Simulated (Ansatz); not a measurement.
Crystal: NbAs.

```
Nb As
1.0
    -1.72585    1.72585    5.84000
     1.72585   -1.72585    5.84000
     1.72585    1.72585   -5.84000
Nb As
2 2
Direct
  0.50000 0.00000 0.50000
  0.75000 0.75000 0.00000
  0.91600 0.41600 0.50000
  0.16600 0.16600 0.00000
```

```yaml
Program: Ansatz 0.2.0
Task: relaxation of cell and atoms
Functional: PBEsol
Dispersion: D3(BJ)
Potentials_or_basis: Ansatz PAW
Cutoff: "420 eV (not typed: the program's choice for these potentials)"
k_mesh: 11 × 11 × 11
Occupations: fermi-dirac, width 0.05 eV
Spin: no spin polarisation
```

At the start: volume 17.39 Å³/atom.

**Question.** How do energy, volume and symmetry change on relaxing?

**Answer.** It ends after 4 steps and the volume is 16.58 Å³/atom (-4.7 %); space group I4_1md (No. 109, to 0.05 Å).

Step by step:
| step | energy change (eV) | largest force (eV/Å) | volume (Å³) |
| --- | --- | --- | --- |
| 1 | 0.0000 | 0.2879 | 69.58 |
| 2 | -0.0941 | 0.0275 | 66.56 |
| 3 | -0.0947 | 0.0040 | 66.32 |
| 4 | -0.0942 | 0.0040 | 66.32 |

Final structure:
```yaml
crystal:
  lattice:
    - [-1.70425, 1.70425, 5.70877]
    - [1.70425, -1.70425, 5.70877]
    - [1.70425, 1.70425, -5.70877]
  atoms:
    - { symbol: Nb, position: [0.49849, 0.99849, 0.50000] }
    - { symbol: Nb, position: [0.74849, 0.74849, 0.00000] }
    - { symbol: As, position: [0.91751, 0.41751, 0.50000] }
    - { symbol: As, position: [0.16751, 0.16751, 0.00000] }
```

Caveat: the plane-wave basis is chosen anew once the cell has moved, so the energies of steps on either side of that aren't comparable; the PAW data sets come from PBE, with cores solved anew for the run's functional, which leaves a small shift of forces and pressure.
